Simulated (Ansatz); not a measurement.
## HfS2 (P-3m1): G0W0 against its settings

HfS2 (P-3m1) from a database of computed structures, relaxed with r2SCAN+rVV10; one-shot G0W0 in Ansatz without spin-orbit coupling. The values are computed, spin-unpolarised, and not measurements.

```
Hf S
1.0
     3.63025    0.00000    0.00000
    -1.81512    3.14388    0.00000
     0.00000    0.00000    5.87871
Hf S
1 2
Direct
  0.00000 0.00000 0.00000
  0.66667 0.33333 0.75538
  0.33333 0.66667 0.24462
```

Gaps are read over the mesh points alone. G0W0 here is at a finite number of bands, screening cutoff and k mesh, not at the basis limit.

| start | potentials | frequency model | mesh | empty bands | screening cutoff (eV) | Kohn-Sham gap (eV) | G0W0 gap (eV) |
| --- | --- | --- | --- | --- | --- | --- | --- |
| PBE | PAW | contour deformation | 6×6×4 | 200 | 120 | 1.04 | 1.90 |
| PBE | PAW | contour deformation | 6×6×4 | 497 | 220 | 1.04 | 1.96 |
| PBE | PAW | contour deformation | 6×6×4 | 913 | 300 | 1.04 | 1.97 |
| HSE06 | PAW | contour deformation | 6×6×4 | 497 | 220 | 1.87 | 2.34 |
| r2SCAN | PAW | contour deformation | 6×6×4 | 497 | 220 | 1.36 | 2.16 |
| PBE0 | PAW | contour deformation | 6×6×4 | 497 | 220 | 2.56 | 2.53 |
| PBE | PAW | Godby-Needs pole | 6×6×4 | 497 | 220 | 1.04 | 1.95 |
| PBE | PAW | contour deformation | 12×12×4 | 109 | 80 | 1.03 | 1.84 |
| PBE | norm-conserving | contour deformation | 6×6×4 | 497 | 220 | 1.07 | 1.98 |

G0W0 moves the gap on the mesh from 1.04 eV (PBE) to 1.97 eV (Γ to L). Renormalisation factors Z lie between 0.70 and 0.76.

Raising bands and cutoff together moves the gap by +0.06 eV (120 to 220 eV), then +0.01 eV (220 to 300 eV); the last step is small, which bounds nothing strictly. Starting from HSE06 (1.87 eV against PBE's 1.04 eV) gives 2.34 eV, +0.38 eV from G0W0@PBE at the same screening cutoff. Starting from r2SCAN (1.36 eV against PBE's 1.04 eV) gives 2.16 eV, +0.20 eV from G0W0@PBE at the same screening cutoff. Starting from PBE0 (2.56 eV against PBE's 1.04 eV) gives 2.53 eV, +0.57 eV from G0W0@PBE at the same screening cutoff. The Godby-Needs plasmon pole differs from contour deformation by -0.01 eV. Norm-conserving potentials (wave cutoff 789 eV against 420 eV) shift the quasiparticle gap by +0.02 eV and the PBE gap by +0.03 eV. r2SCAN runs take a wave cutoff of 500 eV.

The program warns that the k mesh is coarse for exact exchange in some of these runs, so their gaps aren't converged.
